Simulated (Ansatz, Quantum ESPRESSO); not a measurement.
# Evanescent states of BeSe, zinc blende type, lattice constant set to 5.254 Å, part 3 of 4

Aim: how fast states decay in the gap of BeSe, zinc blende type, lattice constant set to 5.254 Å.

Quantum ESPRESSO 7.5; plane-wave DFT, LDA, GBRV ultrasoft pseudopotentials; cross-check by Ansatz 0.2.0 with PAW datasets.

So far. Step 2 (Ground state): The run needed 8 iterations to bring the estimated error under 1e-09 Ry.

The structure was built from a prototype and need not be the compound's stable phase.

## Step 3: Complex bands with pwcond.x (continued)

Level of this step: complex band structure by pwcond; plane-wave DFT, LDA, GBRV ultrasoft pseudopotentials (Quantum ESPRESSO).

The program's own clock; routines nest. Time by routine:

| routine | wall time (s) | calls |
| --- | --- | --- |
| PWCOND | 129.4 | 1 |
| scatter_forw | 85.61 | 168 |
| compbs | 41.84 | 168 |
| compbs_2 | 39.59 | 168 |
| local | 1.25 | 4 |
| init | 0.67 | 1 |
| poten | 0.08 | 1 |

## Step 4: Complex band structure, with ewind = 2.0 and epsproj = 0.001

How much does a setting matter? One run is repeated with a change.

cbs.w.in reads:

```
&inputcond
  outdir = './out'
  prefixl = 'scf'
  band_file = 'cbs.w'
  ikind = 0
  ewind = 2.0
  epsproj = 0.001
  nz1 = 7
  energy0 = 4.93
  denergy = -0.17
/
4
  0.00000000 0.00000000 1.00000000
  0.50000000 0.00000000 1.00000000
  0.50000000 0.50000000 1.00000000
  0.25000000 0.00000000 1.00000000
42
```

Launch:

```console
$ OMP_NUM_THREADS=1 mpirun -n 2 pwcond.x -in cbs.w.in > cbs.w.out
```

Numbers of over 12 decimals in the logs are rounded to 6 here.

Output:

```text
[banner, memory and clock lines left out]
Program PWCOND v.7.5 starts
[citation notice left out]

[...]
./out/scf.save/

     IMPORTANT: XC functional enforced from input :
     Exchange-correlation= PZ
                           (   1   1   0   0   0   0   0)
     Any further DFT definition will be discarded
     Please, verify this is what you really want

     Reading collected, re-writing distributed wavefunctions

===== INPUT FILE containing the left lead =====

     GEOMETRY:

     lattice parameter (alat)  =       7.0206  a.u.
     the volume                =     489.3694 (a.u.)^3
     the cross section         =      49.2888 (a.u.)^2
     l of the unit cell        =       1.4142 (alat)
     number of atoms/cell      =            4
     number of atomic types    =            2

     crystal axes: (cart. coord. in units of alat)
               a(1) = (  1.0000  0.0000  0.0000 )
               a(2) = (  0.0000  1.0000  0.0000 )
               a(3) = (  0.0000  0.0000  1.4142 )

   Cartesian axes

     site n.     atom                  positions (alat units)
          1        Be     tau(  1)=(  0.0000  0.0000  1.4142  )
          2        Se     tau(  2)=(  0.5000  0.0000  0.3536  )
          3        Be     tau(  3)=(  0.5000  0.5000  0.7071  )
          4        Se     tau(  4)=(  0.0000  0.5000  1.0607  )

     nr1s                      =           30
     nr2s                      =           30
     nr3s                      =           40
     nr1sx                     =           30
     nr2sx                     =           30
     nr3sx                     =           40
     nr1                       =           32
     nr2                       =           32
     nr3                       =           45
     nr1x                      =           32
     nr2x                      =           32
     nr3x                      =           45

 _______________________________
  Radii of nonlocal spheres:

     type       ibeta     ang. mom.          radius (alat units)
       Be         1         0                    0.2302
       Be         2         0                    0.2302
       Be         3         0                    0.2302
       Be         4         1                    0.2302
       Be         5         1                    0.2302
       Be         6         2                    0.2302
       Se         1         0                    0.2575
       Se         2         0                    0.2575
       Se         3         1                    0.2575
       Se         4         1                    0.2575
       Se         5         2                    0.2575
       Se         6         2                    0.2575
----- General information -----

----- Complex band structure calculation -----

     nrx                       =           30
     nry                       =           30
     nz1                       =            7

     energy0               =         4.9E+00
     denergy               =        -1.7E-01
     nenergy               =         42
     ecut2d                =         4.0E+01
     ewind                 =         2.0E+00
     epsproj               =         1.0E-03

     number of k_|| points=    4
                       cryst. coord.
        k(    1) = (   0.0000000   0.0000000), wk =   0.2500000
        k(    2) = (   0.5000000   0.0000000), wk =   0.2500000
        k(    3) = (   0.5000000   0.5000000), wk =   0.2500000
        k(    4) = (   0.2500000   0.0000000), wk =   0.2500000
----- Information about left lead -----

     nocros                   =           14
     noins                    =           50
     norb                     =           78
     norbf                    =           78
     nrz                      =           40

      iorb      type   ibeta   ang. mom.   m       position (alat)
        1        1       1        0        1   taunew(   1)=(  0.0000  0.0000  0.0000)
        2        1       2        0        1   taunew(   2)=(  0.0000  0.0000  0.0000)
[...]
78        1       6        2        5   taunew(  78)=(  0.0000  0.0000  1.4142)
    k slab    z(k)  z(k+1)     crossing(iorb=1,norb)
    1   0.0000 0.0354 0.0354   111111111111110000000000000000000000000000000000000000000000000000000000000000
    2   0.0354 0.0707 0.0354   111111111111110000000000000000000000000000000000000000000000000000000000000000
[...]
40   1.3789 1.4142 0.0354   000000000000000000000000000000000000000000000000000000000000000011111111111111
 ngper, shell number =          149          24
 ngper, n2d =          149          58
---  E-Ef =    4.9300000  k =    0.0000000   0.0000000
---  ie =          1  ik =          1
 Nchannels of the left tip =            3
 Right moving states:
   k1(2pi/a)   k2(2pi/a)   E-Ef (eV)
  -0.0974074   0.0000000   4.9300000
   0.1372837  -0.0000000   4.9300000
   0.3547304   0.0000000   4.9300000
 Left moving states:
   k1(2pi/a)   k2(2pi/a)   E-Ef (eV)
   0.0974058   0.0000000   4.9300000
  -0.1372834  -0.0000000   4.9300000
  -0.3547295  -0.0000000   4.9300000

---  E-Ef =    4.7600000  k =    0.0000000   0.0000000
---  ie =          2  ik =          1
 Nchannels of the left tip =            1
 Right moving states:
   k1(2pi/a)   k2(2pi/a)   E-Ef (eV)
   0.3122360   0.0000000   4.7600000
 Left moving states:
   k1(2pi/a)   k2(2pi/a)   E-Ef (eV)
  -0.3122350  -0.0000000   4.7600000
[... further energies and points left out ...]
---  E-Ef =   -1.8700000  k =    0.2500000   0.0000000
---  ie =         41  ik =          4
 Nchannels of the left tip =            2
 Right moving states:
   k1(2pi/a)   k2(2pi/a)   E-Ef (eV)
   0.2249438   0.0000000  -1.8700000
   0.3988093   0.0000000  -1.8700000
 Left moving states:
   k1(2pi/a)   k2(2pi/a)   E-Ef (eV)
  -0.2249440  -0.0000000  -1.8700000
  -0.3988099   0.0000000  -1.8700000

---  E-Ef =   -2.0400000  k =    0.2500000   0.0000000
---  ie =         42  ik =          4
 Nchannels of the left tip =            2
 Right moving states:
   k1(2pi/a)   k2(2pi/a)   E-Ef (eV)
   0.0139076  -0.0000000  -2.0400000
   0.3703720   0.0000000  -2.0400000
 Left moving states:
   k1(2pi/a)   k2(2pi/a)   E-Ef (eV)
  -0.0139077  -0.0000000  -2.0400000
  -0.3703726   0.0000000  -2.0400000

[...]
```

Run time: 43 s. Hardware: 2 MPI ranks of Intel Xeon Platinum 8488C (Sapphire Rapids), shared host; peak memory 0.13 GiB.

The changed values were drawn from a wide range, not chosen for quality; the comparison shows what they did here together.

Beside the run it was changed from:

| quantity | this run | unchanged run | difference |
| --- | --- | --- | --- |
| peak of the smallest κ at the zone centre (Å⁻¹) | 0.227 | 0.226 | 0.0010 |
| peak of the smallest κ at (1/2, 0) (Å⁻¹) | 0.316 | 0.316 | 0 |
| wall time (s) | 43 | 130 |  |

The physical values in this table move by up to 0.44 %.

## Step 5: Complex bands with pwcond.x, with kind = 1

One more run, with a changed input.

cbs.bad.in reads:

```
&inputcond
  outdir = './out'
  prefixl = 'scf'
  band_file = 'cbs.bad'
  ikind = 0
  ewind = 4.0
  epsproj = 1e-05
  nz1 = 7
  kind = 1
  energy0 = 4.93
  denergy = -0.17
/
4
  0.00000000 0.00000000 1.00000000
  0.50000000 0.00000000 1.00000000
  0.50000000 0.50000000 1.00000000
  0.25000000 0.00000000 1.00000000
42
```

Launch:

```console
$ OMP_NUM_THREADS=1 mpirun -n 2 pwcond.x -in cbs.bad.in > cbs.bad.out
```

Output:

```text
[banner, memory and clock lines left out]
Program PWCOND v.7.5 starts

          URL

 %%%%%%%%%%%%%%%%%%%%%%%%%%%%%%%%%%%%%%%%%%%%%%%%%%%%%%%%%%%%%%%%%%%%%%%%%%%%%%
     Error in routine do_cond (5010):
     reading inputcond namelist
 %%%%%%%%%%%%%%%%%%%%%%%%%%%%%%%%%%%%%%%%%%%%%%%%%%%%%%%%%%%%%%%%%%%%%%%%%%%%%%

     stopping ...
[the rest left out]
```

Wall time 0.67 s (2 MPI ranks); peak memory 0.09 GiB.

The program refused the input before any cycle.

A key was misspelt on purpose.

The message: “do_cond (5010): reading inputcond namelist”. The namelist reader stops at a key that the namelist doesn't hold; the line has to be put right or, where the proper key already stands in the input, deleted.

## Step 6: The same in Ansatz

As a check, the same structure is run in Ansatz.

Level of this step: plane-wave DFT, LDA, Ansatz PAW (Ansatz 0.2.0).

input.yaml reads:

```yaml
crystal:
  lattice:
    - [3.7151390284, 0.0, 0.0]
    - [0.0, 3.7151390284, 0.0]
    - [0.0, 0.0, 5.254]
  atoms:
    - { symbol: Be, position: [0.0, 0.0, 0.0] }
    - { symbol: Se, position: [0.5, 0.0, 0.25] }
    - { symbol: Be, position: [0.5, 0.5, 0.5] }
    - { symbol: Se, position: [0.0, 0.5, 0.75] }
kpoints:
  mp_grid: { grid: [6, 6, 6] }
hamiltonian:
  xc: lda
scf:
  occupations: { method: fixed }
  convergence: { dr2_threshold: 1.0e-09 }
output:
  transmission:
    leads: [[0, 0]]
    kpoints: [[0, 0], [0.5, 0], [0.5, 0.5], [0.25, 0]]
    e_range: [-2.04, 4.93]
    de: 0.17
```

Launch:

```console
$ ansatz run input.yaml --threads 2 --pin off --max-ram 4096MiB --backend cpu --events-out ev --progress --plain --runs-dir out
```

Output:

```text
Engine: ansatz 0.2.0, x86_64-unknown-linux-gnu
Pseudopotentials: kind: paw
Pseudopotential: Be, paw, valence charge 2, recommended cutoff 420 eV (normal), Be.paw.azcp
Pseudopotential: Se, paw, valence charge 16, recommended cutoff 420 eV (normal), Se.paw.azcp
Functional definition: SPW92
  exchange = slater_x
  correlation = pw_c
Crystal: 4 atoms, lattice volume = 72.517 Å³
Basis set: ecut = 420 eV, 1449 PW (Γ)
Bands: 22, of which v1, the nominal top of the filled ones, is band 18 counted from 1 (17 counted from 0)
Symmetry: 16 space group operations
Space group: F-43m (ITA 216), of the structure as read, at distance tolerance 4.2e-5 Å
k-points: 40 of 216 (time reversal used)
Non-local potential: Be, projectors of the file, l = 0: 2, l = 1: 2, l = 2: 1
Non-local potential: Se, projectors of the file, l = 0: 2, l = 1: 2, l = 2: 3, l = 3: 1
PAW form: soft (Blöchl's): semilocal exchange-correlation on the pseudo side does not see the compensation charge
PAW frozen core: Be, regenerated for the run's functional, and the local potential with it (the file was generated under x = pbe(κ = 0.804, μ = 0.219515), c = pbe(β = 0.066725))
PAW frozen core: Se, regenerated for the run's functional, and the local potential with it (the file was generated under x = pbe(κ = 0.804, μ = 0.219515), c = pbe(β = 0.066725))
PAW one-centre angular grid: Be, 110 points (default); XC on 64 Gauss nodes
PAW one-centre angular grid: Se, 590 points (default); XC on 64 Gauss nodes
Initial density: superposition of atomic densities (neutral atoms: chi_scale 0, normalization atom), corrected by the library's trained network
Initial wavefunctions: pseudopotential atomic-orbital guess
Functional: x = slater, c = lda
SCF iter   1: F=—  HF=-10946.110528 eV  |F-HF|=—  |Δ(HF+E_count)|=         —  Δρ=4.33e-3  dr2=7.13e-3  ethr=1.77e-3  ⟨swp⟩=5.0  Hψ=3633  notcnv=0  defer=67
preconditioner: auto → Resta (q_TF=auto, 2.428 Å⁻¹)  ε∞=3.9  [insulator: Δε(μ)=2.624 eV  Ē_g=10.265 eV  n_scr=20 (ndim 8)  ℏωp=17.4 eV  f_vac=0.014  ε∞_Penn≈3.9]
SCF iter   2: F=—  HF=-10946.108636 eV  |F-HF|=—  |Δ(HF+E_count)|=   1.89e-3  Δρ=2.08e-3  dr2=1.46e-3  ethr=1.98e-5  ⟨swp⟩=2.2  Hψ=1335  notcnv=0  defer=80
SCF iter   3: F=—  HF=-10946.108391 eV  |F-HF|=—  |Δ(HF+E_count)|=   2.45e-4  Δρ=4.12e-4  dr2=9.16e-5  ethr=4.04e-6  ⟨swp⟩=2.1  Hψ=1505  notcnv=0  defer=74
SCF iter   4: F=—  HF=-10946.108374 eV  |F-HF|=—  |Δ(HF+E_count)|=   1.72e-5  Δρ=1.22e-4  dr2=1.53e-5  ethr=2.54e-7  ⟨swp⟩=2.0  Hψ=1601  notcnv=0  defer=39
SCF iter   5: F=—  HF=-10946.108369 eV  |F-HF|=—  |Δ(HF+E_count)|=   4.76e-6  Δρ=3.89e-5  dr2=1.12e-6  ethr=4.25e-8  ⟨swp⟩=2.0  Hψ=1598  notcnv=0
SCF iter   6: F=—  HF=-10946.108370 eV  |F-HF|=—  |Δ(HF+E_count)|=   8.22e-7  Δρ=7.69e-6  dr2=5.91e-8  ethr=3.11e-9  ⟨swp⟩=2.8  Hψ=1583  notcnv=0
SCF iter   7: F=-10946.108370 eV  HF=-10946.108370 eV  |F-HF|=2.07e-10  |Δ(HF+E_count)|=   9.16e-9  Δρ=9.43e-7  dr2=8.90e-10  ethr=2.78e-12  ⟨swp⟩=2.4  Hψ=3486  notcnv=0
SCF 1 converged in 7 iterations: F = -10946.108370 eV  dr2 = 8.90e-10
  greatest PAW one-centre occupation: 1.000 electrons in one spin orbital (limit 2), on the Se atom at site 3 (counted from 0), in its partial waves of l = 2
transmission: 7 of 28 steps passed
transmission: 14 of 28 steps passed
transmission: 21 of 28 steps passed
transmission: 28 of 28 steps passed
SCF converged after 7 iterations
Free energy (F): -10946.108370 eV
Harris-Foulkes:  -10946.108370 eV  (|F-HF|=2.07e-10)
Internal energy: -10946.108370 eV  (E = F + TS)
E sigma→0 (E₀):  -10946.108370 eV
Fermi energy:    5.932352 eV
--- Per-component energies (eV) ---
  E_band       = -802.779851
  E_kinetic    = 276.276092
  E_local      = -5183.620835  (includes V_loc(G=0)·N_el)
  E_nonlocal   = -1170.322880
  E_hartree    = 2543.573338
  E_xc         = -245.348431
  E_vxc        = -237.462136  (∫ρ·V_xc dr)
  E_paw        = -3763.404290  (= ΣΔE_a)
  E_vpaw       = 425.205535  (= ΣTr[D̂ρ^β])
  E_aug_tail   = -0.001240  (compensation charges beyond the density's cutoff)
  E_ewald      = -3407.755422
  E_core_change = 4.495299  (= ΣΔE_core)
  E_smearing   = -0.000000  (= −TS)
  E_closure    = 0.000000  (closes the sum)
  Σ components = -10946.108370   (vs F -10946.108370, Δ=0.00e0)
--- Band table (eV; the first three rows and the last of 40) ---
  k-point 0: bands = [... 14 lower, 3.4850, 5.9323, 5.9324, 5.9324, 8.5319, 9.6451, 10.1125, 10.8876]
  k-point 1: bands = [... 14 lower, 3.5958, 5.3608, 5.6607, 5.6607, 8.6969, 10.1218, 10.2709, 10.8816]
  k-point 2: bands = [... 14 lower, 3.9205, 4.2492, 5.0616, 5.0616, 9.1189, 10.1023, 10.7687, 11.5355]
  k-point 39: bands = [... 14 lower, 2.4148, 2.4148, 2.8984, 2.8984, 11.8847, 11.8847, 12.7042, 12.7042]
--- Transmission ---
  basis      : 121 plane waves across, 7 finite elements along
  points     : 4, as listed
  energies   : 42 from -2.040000 to 4.930000 eV about the Fermi level, 0.170000 eV apart; the leads are filled to 1.299775 eV, and channels, transmission and decay are at 1.360000 eV
  crystal 0  : Se2Be2, at the sites [0, 0], period 5.2540 Å: whole cells are its period
    offset         : up to 0.0000 Å between an atom of the period and one for which it stands
    channels       : 0.000000e0 a spin
    conductance    : none, the energies end too early or step too widely for 300 K: set another output.transmission.e_range or a lower de, or, where they end at an eighth of basis.ecutwfc, a higher one
    slowest decay  : 0.2184 /Å at (0.0000, 0.0000)
```

Wall time 11 s (2 threads); peak memory 0.46 GiB.

Read from the output:

```
free energy                                      : -10946.1084 eV
gap by band count                                : 2.600 eV
symmetry operations                              : 16
slowest decay at the grid energy nearest mid-gap : 0.2184 Å⁻¹
peak of the smallest κ at the zone centre        : 0.2255 Å⁻¹
peak of the smallest κ at (1/2, 0)               : 0.3158 Å⁻¹
peak of the smallest κ at (1/4, 0)               : 0.3116 Å⁻¹
valence top, on the run's zero                   : 5.932 eV
```

K across = (0, 0) in the cell's reciprocal vectors; values within 0.0025 1/Å of each other count once, columns are sorted by size at each energy, a dash where no further value was kept. Table of Im kz of the slowest decaying states by energy, zero at the highest filled level of the SCF mesh:

| energy (eV) | decay 1 (Å⁻¹) | decay 2 (Å⁻¹) | decay 3 (Å⁻¹) |
| --- | --- | --- | --- |
| -2.04 | 0.880 | - | - |
| -1.70 | 0.849 | - | - |
| -1.36 | 0.817 | - | - |
| -1.02 | 0.784 | 1.47 | - |
| -0.68 | 0.749 | 1.41 | - |
| -0.34 | 0.713 | 1.35 | - |
| 0.00 | 0.00279 | 0.676 | 1.29 |
| 0.34 | 0.133 | 0.200 | 0.635 |
| 0.68 | 0.177 | 0.267 | 0.592 |
| 1.02 | 0.203 | 0.307 | 0.543 |
| 1.36 | 0.218 | 0.333 | 0.489 |
| 1.53 | 0.223 | 0.342 | 0.458 |
| 1.87 | 0.225 | 0.354 | 0.386 |
| 2.21 | 0.221 | 0.289 | 0.358 |
| 2.55 | 0.106 | 0.209 | 0.355 |
| 2.89 | 0.188 | 0.346 | 0.643 |
| 3.23 | 0.153 | 0.331 | 0.536 |
| 3.57 | 0.0891 | 0.309 | 0.416 |
| 3.91 | 0.268 | 0.278 | 1.35 |
| 4.25 | 0.236 | 1.32 | - |
| 4.59 | 0.108 | 0.175 | 1.29 |
| 4.93 | 0.0473 | 1.26 | 1.44 |

(Part 3 of 4 ends here.)

[Logs are printed without paths, hosts, clocks, repeated set-up lines and the standing remarks that a program may print on its own settings, such as how far it seeks lower states.]

[Hosts, paths, dates, database ids (printed as entryN), source tags and the programs' standing remarks are cut or masked in the printed files.]

[Maps of the electrostatic potential energy from Ansatz leave out the sawtooth potential of an applied field or a dipole correction, so their vacuum need not be flat; planar profiles and work functions include it.]
